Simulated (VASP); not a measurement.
# BP in VASP: relaxation of cell and atoms with PBEsol+D4

Aim: the relaxation of cell and atoms of BP with PBEsol+D4.

Program: VASP 6.6.1. These are calculated values, not measurements. Logs are shortened: lines on timing, memory, paths and dates and some standing lists are left out, and cuts for length are marked.

**1. The structure**

The cell holds a sheet with vacuum, 2 atoms: a = 3.200 Å, b = 3.200 Å, c = 16.000 Å, α = 90.00°, β = 90.00°, γ = 120.00°.

The cell was built by a generator and needn't be a form met in nature.

**2. Relaxation of cell and atoms, PBEsol+D4**

Contents of INCAR:

```
  PREC = Accurate
  ENCUT = 600
  EDIFF = 1E-6
  ISMEAR = 0
  SIGMA = 0.03
  LREAL = False
  LASPH = True
  NELM = 120
  ALGO = Normal
  ISIF = 3
  LWAVE = False
  LCHARG = False
  GGA = PS
  IVDW = 13
  IBRION = 2
  NSW = 40
  EDIFFG = -0.005
  LATTICE_CONSTRAINTS = .TRUE. .TRUE. .FALSE.
  KPAR = 2
```

Contents of KPOINTS:

```
Automatic mesh
0
Gamma
  12 12 1
```

Contents of POSCAR:

```
BP
1.0
    3.2000000000      0.0000000000      0.0000000000
   -1.6000000000      2.7712812900      0.0000000000
    0.0000000000      0.0000000000     16.0000000000
B P
1 1
Direct
    0.3333330000      0.6666670000      0.5000000000
    0.6666670000      0.3333330000      0.5000000000
```

Potentials or basis: VASP PAW PBE potentials, release 64 (B, P).

The run is started by

```bash
> cat potpaw_PBE.64/B/POTCAR potpaw_PBE.64/P/POTCAR > POTCAR
> mpirun -np 2 vasp_std > vasp.out
```

OUTCAR:

```text
PREC = Accurate
   ENCUT = 600
   EDIFF = 1E-6
   ISMEAR = 0
   LREAL = False
   LASPH = True
   NELM = 120
   ISIF = 3
   GGA = PS
   IVDW = 13
   IBRION = 2
   NSW = 40
   EDIFFG = -0.005

 ion  position               nearest neighbor table
   1  0.333  0.667  0.500-   2 1.85   2 1.85   2 1.85
   2  0.667  0.333  0.500-   1 1.85   1 1.85   1 1.85

  LATTYP: Found a hexagonal cell.
 ALAT       =     3.2000000000
 C/A-ratio  =     5.0000000000

  Lattice vectors:

 A1 = (   3.2000000000,   0.0000000000,   0.0000000000)
 A2 = (  -1.6000000000,   2.7712812900,   0.0000000000)
 A3 = (   0.0000000000,   0.0000000000,  16.0000000000)

Analysis of symmetry for initial positions (statically):
=====================================================================
 Subroutine PRICEL returns:
 Original cell was already a primitive cell.

 Routine SETGRP: Setting up the symmetry group for a
 hexagonal supercell.

 Subroutine GETGRP returns: Found 12 space group operations
 (whereof 12 operations were pure point group operations)
 out of a pool of 24 trial point group operations.

The static configuration has the point symmetry D_3h.

Analysis of symmetry for dynamics (positions and initial velocities):
=====================================================================
 Subroutine PRICEL returns:
 Original cell was already a primitive cell.

 Routine SETGRP: Setting up the symmetry group for a
 hexagonal supercell.

 Subroutine GETGRP returns: Found 12 space group operations
 (whereof 12 operations were pure point group operations)
 out of a pool of 24 trial point group operations.

The dynamic configuration has the point symmetry D_3h.

 Subroutine INISYM returns: Found 12 space group operations
 (whereof 12 operations are pure point group operations),
 and found     1 'primitive' translations

----------------------------------------------------------------------------------------

                                     Primitive cell

  volume of cell :     141.8896

  direct lattice vectors                    reciprocal lattice vectors
     3.200000000  0.000000000  0.000000000     0.312500000  0.180421959  0.000000000
    -1.600000000  2.771281290  0.000000000     0.000000000  0.360843919  0.000000000
     0.000000000  0.000000000 16.000000000     0.000000000  0.000000000  0.062500000

  length of vectors
     3.200000000  3.199999998 16.000000000     0.360843918  0.360843919  0.062500000

  position of ions in fractional coordinates (direct lattice)
     0.333333000  0.666667000  0.500000000
     0.666667000  0.333333000  0.500000000

  ion indices of the primitive-cell ions
   primitive index   ion index
                 1           1
                 2           2

----------------------------------------------------------------------------------------

 KPOINTS: Automatic mesh

Automatic generation of k-mesh.
 Grid dimensions read from file:
 generate k-points for:   12   12    1

 Generating k-lattice:

  Cartesian coordinates                     Fractional coordinates (reciprocal lattice)
     0.026041667  0.015035163  0.000000000     0.083333333  0.000000000  0.000000000
     0.000000000  0.030070327  0.000000000     0.000000000  0.083333333  0.000000000
     0.000000000  0.000000000  0.062500000     0.000000000  0.000000000  1.000000000

  Length of vectors
     0.030070327  0.030070327  0.062500000

  Shift w.r.t. Gamma in fractional coordinates (k-lattice)
     0.000000000  0.000000000  0.000000000

 Subroutine IBZKPT returns following result:
 ===========================================

 Found     19 irreducible k-points:

 Following reciprocal coordinates:
            Coordinates               Weight
  0.000000  0.000000  0.000000      1.000000
  0.083333 -0.000000  0.000000      6.000000
  0.166667 -0.000000  0.000000      6.000000
  0.250000 -0.000000  0.000000      6.000000
  0.333333 -0.000000  0.000000      6.000000
  0.416667  0.000000  0.000000      6.000000
[... 11 lines left out ...]
  0.333333  0.250000  0.000000     12.000000
  0.333333  0.333333  0.000000      2.000000
   k-points           NKPTS =     19   k-points in BZ     NKDIM =     19   number of bands    NBANDS=      8
   number of dos      NEDOS =    301   number of ions     NIONS =      2
   total plane-waves  NPLWV = 100352
   dimension x,y,z NGX =    28 NGY =   28 NGZ =  128
   dimension x,y,z NGXF=    56 NGYF=   56 NGZF=  256
   ions per type =               1   1
   NGX,Y,Z   is equivalent  to a cutoff of  14.55, 14.55, 13.30 a.u.
   NGXF,Y,Z  is equivalent  to a cutoff of  29.09, 29.09, 26.60 a.u.
 SYSTEM =  unknown system
   PREC   = accura    normal or accurate (medium, high low for compatibility)
   ISTART =      0    job   : 0-new  1-cont  2-samecut
   ICHARG =      2    charge: 1-file 2-atom 10-const
   ISPIN  =      1    spin polarized calculation?
   LNONCOLLINEAR =      F non collinear calculations
   LSORBIT =      F    spin-orbit coupling
   LASPH  =      T    aspherical Exc in radial PAW
   ENCUT  =  600.0 eV  44.10 Ry    6.64 a.u.   6.39  6.39 31.96*2*pi/ulx,y,z
   NELM   =    120;   NELMIN=  2; NELMDL= -5     # of ELM steps
   EDIFF  = 0.1E-05   stopping-criterion for ELM
   LREAL  =      F    real-space projection
   EDIFFG = -.5E-02   stopping-criterion for IOM
   NSW    =     40    number of steps for IOM
   IBRION =      2    ionic relax: 0-MD 1-quasi-New 2-CG
   NFREE  =      1    steps in history (QN), initial steepest desc. (CG)
   ISIF   =      3    stress and relaxation
   ISYM   =      2    0-nonsym 1-usesym 2-fastsym
   POTIM  = 0.5000    time-step for ionic-motion
   TEBEG  =    0.0;   TEEND  =   0.0 temperature during run
   PSTRESS=    0.0 pullay stress
   NELECT =       8.0000    total number of electrons
   NUPDOWN=      -1.0000    fix difference up-down
   EMIN   =  10.00;   EMAX   =-10.00  energy-range for DOS
   EFERMI =   0.00;   METHOD = LEGACY
   ISMEAR =     0;   SIGMA  =   0.03  broadening in eV -4-tet -1-fermi 0-gaus
   EFERMI_NEDOS =   21; number of points for ismear=-14 and -15
   IALGO  =     38    algorithm
   IMIX   =      4    mixing-type and parameters
     AMIX     =   0.40;   BMIX     =  1.00
     AMIX_MAG =   1.60;   BMIX_MAG =  1.00
  volume/ion in A,a.u.               =      70.94       478.76
  Fermi-wavevector in a.u.,A,eV,Ry     =   0.627752  1.186279  5.361680  0.394072
  Thomas-Fermi vector in A             =   1.689460
   LORBIT       =      0    0 simple, 1 ext, 2 COOP (PROOUT), +10 PAW based schemes
   GGA     = PS    functional components
   LHFCALC =     F    Hartree Fock is set to
   AEXX    =    0.0000 exact exchange contribution
   IVDW    =    13    specifies the selected vdW correction
   LEPSILON=     F    determine dielectric tensor
   LRPA    =     F    only Hartree local field effects (RPA)
 conjugate gradient relaxation of ions
 non-spin polarized calculation
 Gauss-broadening in eV      SIGMA  =   0.03
  energy-cutoff  :      600.00
  volume of cell :      141.89
 maximum number of plane-waves:      4775
 NGX is ok and might be reduce to    28
   NGX = 13   NGY = 13   NGZ = 63

--------------------------------------- Ionic step        1  -------------------------------------------

 number of electron       8.0000000 magnetization

 Free energy of the ion-electron system (eV)
  ---------------------------------------------------
  ext. energy  EPLUGINS =         0.00000000
  ---------------------------------------------------
  free energy    TOTEN  =       -12.71283950 eV

  energy without entropy =      -12.71283950  energy(sigma->0) =      -12.71283950

------------------------ aborting loop because EDIFF is reached ----------------------------------------

  DFT-D4 for vdW energy calculation

  Edisp (eV):   -0.13906

  FORCE on cell =-STRESS in cart. coord.  units (eV):
  Direction    XX          YY          ZZ          XY          YZ          ZX
  --------------------------------------------------------------------------------------
  -------------------------------------------------------------------------------------
  Total      -0.13057    -0.13057    -0.00813     0.00000     0.00000     0.00000
  in kB      -1.47435    -1.47435    -0.09179     0.00000     0.00000     0.00000
  external pressure =       -1.01 kB  Pullay stress =        0.00 kB

 VOLUME and BASIS-vectors are now :
 -----------------------------------------------------------------------------
  energy-cutoff  :      600.00
  volume of cell :      141.89
      direct lattice vectors                 reciprocal lattice vectors
     3.200000000  0.000000000  0.000000000     0.312500000  0.180421959  0.000000000
    -1.600000000  2.771281290  0.000000000     0.000000000  0.360843919  0.000000000
     0.000000000  0.000000000 16.000000000     0.000000000  0.000000000  0.062500000
[... 41 lines left out ...]
 POSITION                                       TOTAL-FORCE (eV/Angst)
 -----------------------------------------------------------------------------------
     -0.00000      1.84170      8.00000         0.000000     -0.000000      0.000000
      1.59496      0.92085      8.00000        -0.000000      0.000000      0.000000
 -----------------------------------------------------------------------------------
    total drift:                               -0.000142      0.000082      0.000000

  FREE ENERGIE OF THE ION-ELECTRON SYSTEM (eV)
  ---------------------------------------------------
  free  energy   TOTEN  =       -12.8516810701 eV

  energy  without entropy=      -12.8516810701  energy(sigma->0) =      -12.85168107

--------------------------------------- Ionic step        3  -------------------------------------------

 number of electron       8.0000000 magnetization

 Free energy of the ion-electron system (eV)
  ---------------------------------------------------
  ext. energy  EPLUGINS =         0.00000000
  ---------------------------------------------------
  free energy    TOTEN  =       -12.71261405 eV

  energy without entropy =      -12.71261405  energy(sigma->0) =      -12.71261405

 E-fermi :  -2.9769     XC(G=0):  -2.6689

 val. band max:       -3.1312479775   @ k =   0.3333   0.3333   0.0000
 cond. band min:      -2.2657631504   @ k =   0.3333   0.3333   0.0000
 fundamental gap:      0.8654848271
 Fermi energy:        -2.9769352976

 k-point     1 :       0.0000    0.0000    0.0000
  band No.  band energies     occupation
      1     -16.8799      2.00000
      2      -7.3655      2.00000
      3      -4.7407      2.00000
      4      -4.7406      2.00000
      5       0.6918      0.00000
      6       1.5518      0.00000
      7       1.5519      0.00000
      8       1.9701      0.00000

 k-point     2 :       0.0833   -0.0000    0.0000
  band No.  band energies     occupation
      1     -16.7729      2.00000
      2      -7.2492      2.00000
      3      -5.2802      2.00000
      4      -4.9509      2.00000
      5       0.8080      0.00000
      6       1.3710      0.00000
      7       1.9912      0.00000
      8       2.1027      0.00000
[... 211 lines left out ...]
 POSITION                                       TOTAL-FORCE (eV/Angst)
 -----------------------------------------------------------------------------------
     -0.00000      1.84523      8.00000        -0.000000      0.000000      0.000000
      1.59802      0.92262      8.00000         0.000000     -0.000000      0.000000
 -----------------------------------------------------------------------------------
    total drift:                               -0.000144      0.000083      0.000000

  FREE ENERGIE OF THE ION-ELECTRON SYSTEM (eV)
  ---------------------------------------------------
  free  energy   TOTEN  =       -12.8520644462 eV

  energy  without entropy=      -12.8520644462  energy(sigma->0) =      -12.85206445

 reached required accuracy - stopping structural energy minimisation
```

Wall time 34 s (2 MPI ranks of Intel Xeon 6975P-C (Granite Rapids), shared host); peak memory 0.3 GiB.

What came out:

- Free energy: -12.8521 eV
- Relaxed volume: 70.77 Å³/atom
- Relaxed cell: a = 3.196 Å, b = 3.196 Å, c = 16.000 Å, α = 90.00°, β = 90.00°, γ = 120.00°
- Space group after relaxing (to 0.05 Å): P-6m2 (No. 187)
- Energy gained by relaxing: 0.1 meV/atom
- Ionic steps: 3
- Band gap on the k mesh: 0.87 eV, direct
- Dispersion energy per atom: -0.070 eV

Step by step:
```tsv
step	energy change (eV)	largest force (eV/Å)	pressure (GPa)	volume (Å³)
1	0.0000	0.0000	-0.10	141.89
2	0.0002	0.0000	0.15	141.00
3	-0.0002	0.0000	0.00	141.54
```

Final structure:
```xyz
2
Lattice="3.1960 0.0000 0.0000 -1.5980 2.7679 0.0000 0.0000 0.0000 16.0000" Properties=species:S:1:pos:R:3 pbc="T T T"
B     0.0000    1.8452    8.0000
P     1.5980    0.9226    8.0000
```

Caveat: the PAW data sets were made with another functional, which shifts forces and pressure a little.
